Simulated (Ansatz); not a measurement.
We consider tetradymite Sb₂Te₃, described by HSE06 (Ansatz, a quantum-chemistry and plane-wave program, plane waves, PAW).

Numerical settings: plane-wave cutoff 460 eV, 6×6×6 k mesh, Fermi–Dirac smearing 0.01 eV, scalar-relativistic PAW data made under PBE.

Cell (relaxed at this level):

```yaml
crystal:
  lattice:
    - [10.77468, -2.13667, 0.06239]
    - [10.77468, 2.13667, 0.06239]
    - [10.32970, 0.00000, 3.73636]
  atoms:
    - { symbol: Sb, position: [0.39490, 0.39490, 0.39490] }
    - { symbol: Sb, position: [0.60510, 0.60510, 0.60510] }
    - { symbol: Te, position: [0.00000, 0.00000, 0.00000] }
    - { symbol: Te, position: [0.21938, 0.21938, 0.21938] }
    - { symbol: Te, position: [0.78062, 0.78062, 0.78062] }
```

Problem. What does this level give for the band gap?

Solution. 
* **band gap**: 0.70 eV

Measured, for comparison: band gap 0.3 eV (temperature not stated, no zero-point or thermal correction, compiled measured gap; kind and temperature not stated, our sources range from 0.17 to 0.30; as tabulated in Kothakonda et al. (2022), arXiv:2208.02841).

Note: the cell comes from a level without a dispersion term, which matters for the spacing of layers, chains or molecules; the cell has widely spaced layers and the level no dispersion term, so their spacing and the moduli can rest on weak binding.

Spin–orbit coupling is not included; with these elements it can move the gap by several tenths of an eV or more.
